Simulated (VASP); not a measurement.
# C213N2 (a cell with a defect) in VASP: settings compared, part 2 of 2

VASP 6.6.1. The steps go on from the part before.

## Step 3: Hyperfine couplings, HSE06, collinear spin, ferromagnetic start

POSCAR is that of step 2.

The input, INCAR.step1:

```
  ALGO = Normal
  EDIFF = 1E-5
  ENCUT = 420
  GGA = PE
  ISIF = 2
  ISMEAR = 0
  ISPIN = 2
  ISYM = 0
  LASPH = T
  LCHARG = F
  LEFG = T
  LORBIT = 11
  LREAL = F
  LUSENCCL = F
  LWAVE = T
  MAGMOM = 0 0 0 0 0 0 0 0 0 0 0 0 0 0 0 0 0 0 0 0 0 0 0 0 0 0 0 0 0 0 0 0 0 0 0 0 0 0 0 0 0 0 0 0 0 0 0 0 0 0 0 0 0 0 0 0 0 0 0 0 0 0 0 0 0 0 0 0 0 0 0 0 0 0 0 0 0 0 0 0 0 0 0 0 0 0 0 0 0 0 0 0 0 0 0 0 0 0 0 0 0 0 0 0 0 0 0 0 0 0 0 0 0 0 0 0 0 0 0 0 0 0 0 0 0 0 0 0 0 0 0 0 0 0 0 0 0 0 0 0 0 0 0 0 0 0 0 0 0 0 0 0 0 0 0 0 0 0 0 0 0 0 0 0 0.5 0 0 0 0 0 0 0 0 0 0 0 0 0 0 0 0 0 0 0 0 0 0 0 0 0 0 0 0 0 0 0 0 0 0.5 0 0 0 0 0 0 0 0 0 0 0 0 0 0 0 0
  NELECT = 863
  NELM = 80
  NGYROMAG = 3.0777 10.7084
  NUPDOWN = 1
  PREC = Accurate
  QUAD_EFG = 20.44 0
  SIGMA = 0.01
```

The input, INCAR.step2:

```
  ALGO = Normal
  EDIFF = 1E-6
  ENCUT = 420
  GGA = PE
  HFSCREEN = 0.2
  ISIF = 2
  ISMEAR = 0
  ISPIN = 2
  ISTART = 1
  ISYM = 0
  LASPH = T
  LCHARG = F
  LEFG = T
  LHFCALC = T
  LHYPERFINE = T
  LORBIT = 11
  LREAL = F
  LUSENCCL = F
  LWAVE = F
  MAGMOM = 0 0 0 0 0 0 0 0 0 0 0 0 0 0 0 0 0 0 0 0 0 0 0 0 0 0 0 0 0 0 0 0 0 0 0 0 0 0 0 0 0 0 0 0 0 0 0 0 0 0 0 0 0 0 0 0 0 0 0 0 0 0 0 0 0 0 0 0 0 0 0 0 0 0 0 0 0 0 0 0 0 0 0 0 0 0 0 0 0 0 0 0 0 0 0 0 0 0 0 0 0 0 0 0 0 0 0 0 0 0 0 0 0 0 0 0 0 0 0 0 0 0 0 0 0 0 0 0 0 0 0 0 0 0 0 0 0 0 0 0 0 0 0 0 0 0 0 0 0 0 0 0 0 0 0 0 0 0 0 0 0 0 0 0 0.5 0 0 0 0 0 0 0 0 0 0 0 0 0 0 0 0 0 0 0 0 0 0 0 0 0 0 0 0 0 0 0 0 0 0.5 0 0 0 0 0 0 0 0 0 0 0 0 0 0 0 0
  NELECT = 863
  NELM = 80
  NGYROMAG = 3.0777 10.7084
  NUPDOWN = 1
  PREC = Accurate
  PRECFOCK = Fast
  QUAD_EFG = 20.44 0
  SIGMA = 0.01
```

The input, KPOINTS:

```
k-points
0
Gamma
  1 1 1
```

Potentials or basis: VASP PAW PBE potentials, release 64 (N, C).

Launch:

```
$ cat potpaw_PBE.64/N/POTCAR potpaw_PBE.64/C/POTCAR > POTCAR
$ cp INCAR.step1 INCAR
$ mpirun -np 1 vasp_std > vasp.out
$ cp INCAR.step2 INCAR
$ mpirun -np 1 vasp_std > vasp.out
```

OUTCAR:

```text
EDIFF = 1E-6
   ENCUT = 420
   GGA = PE
   HFSCREEN = 0.2
   ISIF = 2
   ISMEAR = 0
   ISPIN = 2
   ISTART = 1
   ISYM = 0
   LASPH = T
   LHFCALC = T
   LORBIT = 11
   LREAL = F
   NELECT = 863
   NELM = 80
   NUPDOWN = 1
   PREC = Accurate
   PRECFOCK = Fast

 ion  position               nearest neighbor table
   1  0.091  0.091  0.091-   5 1.47   7 1.47   3 1.48
   2  0.091  0.909  0.909-  21 1.47  55 1.47  67 1.48
   3  0.004  0.166  0.166-   1 1.48   4 1.55 149 1.56 151 1.56
[... 2748 lines left out ...]
 ---------------------------------------------------------------------

 Total hyperfine coupling parameters after diagonalization (MHz)
 (convention: |A_zz| > |A_xx| > |A_yy|)
 ----------------------------------------------------------------------
  ion      A_xx      A_yy      A_zz     asymmetry (A_yy - A_xx)/ A_zz
 ----------------------------------------------------------------------
   1      -3.641    -3.361    -4.028      -0.070
   2      -3.641    -3.361    -4.028      -0.070
   3      -1.357     0.077    -1.566      -0.916
   4       0.078    -0.025     0.567      -0.182
   5       0.225    -0.162     1.458      -0.265
   6      -0.145    -0.078     0.394       0.170
[... 207 lines left out ...]
 214      -0.687    -0.112    -0.824      -0.697
 215       6.943     6.824     9.825      -0.012
 ---------------------------------------------------------------------

 total charge

# of ion       s       p       d       tot
------------------------------------------
    1        1.220   2.664   0.000   3.884
    2        1.220   2.664   0.000   3.884
    3        0.829   1.701   0.000   2.529
    4        0.838   1.749   0.000   2.587
    5        0.829   1.703   0.000   2.532
    6        0.838   1.750   0.000   2.588
[... 207 lines left out ...]
  214        0.834   1.734   0.000   2.568
  215        0.834   1.733   0.000   2.568
--------------------------------------------------
tot        180.342 376.005   0.000 556.347

 magnetization (x)

# of ion       s       p       d       tot
------------------------------------------
    1       -0.001   0.000   0.000  -0.001
    2       -0.001   0.000   0.000  -0.001
    3       -0.000  -0.000   0.000  -0.001
    4        0.000   0.000   0.000   0.000
    5        0.000   0.001   0.000   0.001
    6        0.000   0.000   0.000   0.000
[... 207 lines left out ...]
  214       -0.000  -0.000   0.000  -0.000
  215        0.001   0.003   0.000   0.004
--------------------------------------------------
tot          0.087   0.549   0.000   0.636
```

OUTCAR.step1:

```text
EDIFF = 1E-5
   ENCUT = 420
   GGA = PE
   ISIF = 2
   ISMEAR = 0
   ISPIN = 2
   ISYM = 0
   LASPH = T
[... 2529 lines left out ...]
  215        0.830   1.740   0.000   2.571
--------------------------------------------------
tot        179.424 377.488   0.000 556.912

 magnetization (x)

# of ion       s       p       d       tot
------------------------------------------
    1       -0.001   0.000   0.000  -0.000
    2       -0.001   0.000   0.000  -0.000
    3       -0.000  -0.000   0.000  -0.000
    4        0.000   0.000   0.000   0.000
    5        0.000   0.001   0.000   0.001
    6        0.000   0.000   0.000   0.000
[... 207 lines left out ...]
  214       -0.000  -0.000   0.000  -0.000
  215        0.001   0.003   0.000   0.004
--------------------------------------------------
tot          0.083   0.539   0.000   0.622
```

OSZICAR.step1:

```text
N       E                     dE             d eps       ncg     rms          rms(c)
DAV:   1     0.261091298586E+04    0.26109E+04   -0.40477E+05  2168   0.132E+03
DAV:   2    -0.176957761730E+04   -0.43805E+04   -0.41985E+04  2616   0.280E+02
DAV:   3    -0.199770423680E+04   -0.22813E+03   -0.22595E+03  2592   0.634E+01
DAV:   4    -0.200363907056E+04   -0.59348E+01   -0.59196E+01  2672   0.988E+00
DAV:   5    -0.200377190163E+04   -0.13283E+00   -0.13262E+00  2600   0.155E+00    0.582E+01
DAV:   6    -0.195189493136E+04    0.51877E+02   -0.39329E+01  2488   0.830E+00    0.347E+01
DAV:   7    -0.193494715785E+04    0.16948E+02   -0.47821E+01  2496   0.915E+00    0.798E+00
DAV:   8    -0.193509283736E+04   -0.14568E+00   -0.22958E+00  2576   0.213E+00    0.358E+00
DAV:   9    -0.193513244743E+04   -0.39610E-01   -0.25534E-01  2544   0.820E-01    0.972E-01
DAV:  10    -0.193513121086E+04    0.12366E-02   -0.60810E-02  2560   0.394E-01    0.342E-01
DAV:  11    -0.193513263379E+04   -0.14229E-02   -0.11044E-02  2600   0.157E-01    0.132E-01
DAV:  12    -0.193513294852E+04   -0.31473E-03   -0.10706E-03  2592   0.534E-02    0.679E-02
DAV:  13    -0.193513311741E+04   -0.16889E-03   -0.20279E-04  2648   0.272E-02    0.394E-02
DAV:  14    -0.193513320015E+04   -0.82735E-04   -0.81356E-05  2528   0.167E-02    0.169E-02
DAV:  15    -0.193513321459E+04   -0.14444E-04   -0.15563E-05  1688   0.647E-03    0.669E-03
DAV:  16    -0.193513321586E+04   -0.12727E-05   -0.29492E-06  1536   0.283E-03
   1 F= -.19351332E+04 E0= -.19351332E+04  d E =-.818511E-20  mag=     1.0000
```

It took 69 min on 1 × NVIDIA H100 80GB with 1 thread of AMD EPYC 7R13 (Zen 3), shared host; peak memory 2.1 GiB.

What came out:

```
Free energy                                           : -2248.9930 eV
Largest force                                         : 0.251 eV/Å
Net moment                                            : 1.00 μB per cell
Site moments                                          : N -0.00; C -0.00, +0.00, -0.01, +0.01, +0.02, +0.27 μB
Valence electrons inside the program's atomic spheres : N 3.88; C 2.53, 2.59, 2.58, 2.57, 2.56
```

Caveat: the cell carries a net charge on a neutralising background, which shifts energy and pressure; the PAW data sets were made with another functional, which shifts forces and pressure a little; the total moment is fixed, so each spin has its own Fermi level.
